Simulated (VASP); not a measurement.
A run of VASP 6.6.1 is set up as follows.

Contents of INCAR:

```
  ALGO = Normal
  EDIFF = 1E-7
  ENCUT = 520
  GGA = PE
  ISIF = 2
  ISMEAR = -1
  LASPH = True
  LCHARG = True
  LELF = True
  LREAL = False
  LVHAR = True
  LWAVE = False
  NBANDS = 16
  NELM = 60
  PREC = Accurate
  SIGMA = 0.1
```

KPOINTS

```
k-points
0
Gamma
  5 5 5
```

POSCAR

```
GaSb
1.0
    0.0000000000      3.1137975417      3.1137975417
    3.1137975417      0.0000000000      3.1137975417
    3.1137975417      3.1137975417      0.0000000000
Ga Sb
1 1
Direct
    0.0000000000      0.0000000000      0.0000000000
    0.2500000000      0.2500000000      0.2500000000
```

Potentials or basis: VASP PAW PBE potentials, release 64 (Ga_d, Sb).

The run is started by

```bash
$ cat potpaw_PBE.64/Ga_d/POTCAR potpaw_PBE.64/Sb/POTCAR > POTCAR
$ mpirun -np 1 vasp_std > vasp.out
```

Estimate the pressure.

0.0 GPa.

Estimate the band gap on the k mesh.

zero (filled and empty bands touch).

Caveat: semilocal functionals underestimate gaps, so a narrow gap can read as zero; spin-orbit coupling is left out, which moves the levels of the heavy elements.

**What was measured.**

A printed reference work, data compilation reports, for a bulk crystal of GaSb at 4.2 K: band gap 0.811 eV (direct).

Against the measured gap of GaSb, 0.811 eV (direct; 4.2 K; a printed reference work, data compilation), the calculated 0.00 eV is off by -0.81 eV. Spin-orbit coupling on Ga, Sb is left out. The value is that of PBE on a finite k mesh, which can miss the band edges, without temperature or zero-point motion. Semilocal functionals fall short of measured gaps as a rule.
